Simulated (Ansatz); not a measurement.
RbBr:

```
Rb Br
1.0
     4.12608    0.00000    0.00000
     0.00000    4.12608    0.00000
     0.00000    0.00000    4.12608
Rb Br
1 1
Direct
  0.00000 0.00000 0.00000
  0.50000 0.50000 0.50000
```

The cell comes from a database or a generator and needn't be the stable form of this composition.

```yaml
Program: Ansatz 0.2.0
Task: relaxation of cell and atoms
Functional: PBEsol
Potentials_or_basis: Ansatz PAW
Cutoff: "420 eV (not typed: the program's choice for these potentials)"
k_mesh: 7 × 7 × 7
Occupations: fermi-dirac, width 0.05 eV
Spin: no spin polarisation
```

At the start: volume 35.12 Å³/atom.

Q: How do energy, volume and symmetry change on relaxing?

A: It ends after 4 steps and the volume is 33.71 Å³/atom (-4.0 %); space group Pm-3m (No. 221, to 0.05 Å).

Step by step:
| step | energy change (eV) | largest force (eV/Å) | volume (Å³) |
| --- | --- | --- | --- |
| 1 | 0.0000 | 0.0000 | 70.24 |
| 2 | -0.0033 | 0.0000 | 69.17 |
| 3 | -0.0054 | 0.0000 | 67.42 |
| 4 | -0.0052 | 0.0000 | 67.42 |

Final structure:
```cif
data_structure
_symmetry_space_group_name_H-M 'P 1'
_symmetry_Int_Tables_number 1
_cell_length_a 4.0701
_cell_length_b 4.0701
_cell_length_c 4.0701
_cell_angle_alpha 90.000
_cell_angle_beta 90.000
_cell_angle_gamma 90.000
_cell_volume 67.42
loop_
_atom_site_label
_atom_site_type_symbol
_atom_site_fract_x
_atom_site_fract_y
_atom_site_fract_z
_atom_site_occupancy
Rb1 Rb 0.00000 0.00000 0.00000 1
Br1 Br 0.50000 0.50000 0.50000 1
```

Caveat: the plane-wave basis is chosen anew once the cell has moved, so the energies of steps on either side of that aren't comparable; the PAW data sets come from PBE, with cores solved anew for the run's functional, which leaves a small shift of forces and pressure.
